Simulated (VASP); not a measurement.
Ag: equation of state with LDA

Crystal: Ag.

```
CELL_PARAMETERS angstrom
2.84690 0.00000 0.00000
-1.42345 2.46549 0.00000
0.00000 0.00000 4.58919
ATOMIC_POSITIONS crystal
Ag 0.66667 0.33333 0.75000
Ag 0.33333 0.66667 0.25000
```

This isn't the form of Ag at room conditions, which is fcc.

```
Program             : VASP 6.6.1
Task                : equation of state
Functional          : LDA
Potentials or basis : VASP PAW LDA potentials, release 64 (Ag)
Cutoff              : 520 eV
k mesh              : 8 × 8 × 6
Occupations         : fermi-dirac, width 0.05 eV
Spin                : no spin polarisation
```

```json
{
 "Equilibrium volume": "16.11 Å³/atom",
 "Bulk modulus at fixed shape and positions": "134 GPa",
 "Pressure derivative of the bulk modulus": "5.4 (rough: it moves with the points fitted)"
}
```

Energy against volume, from the lowest point:
| volume (Å³/atom) | energy (meV/atom) |
| --- | --- |
| 15.462 | 11.99 |
| 15.784 | 2.94 |
| 16.106 | 0.00 |
| 16.428 | 2.49 |
| 16.750 | 9.70 |

All runs of the series together: 77 s on 1 thread of Intel(R) Xeon(R) Platinum 8259CL CPU @ 2.50GHz (Skylake/Cascade Lake) (shared host).

Caveat: the cell was scaled at fixed shape and fractional positions, which overstates the stiffness of a crystal with free parameters, most of all of layers and chains.
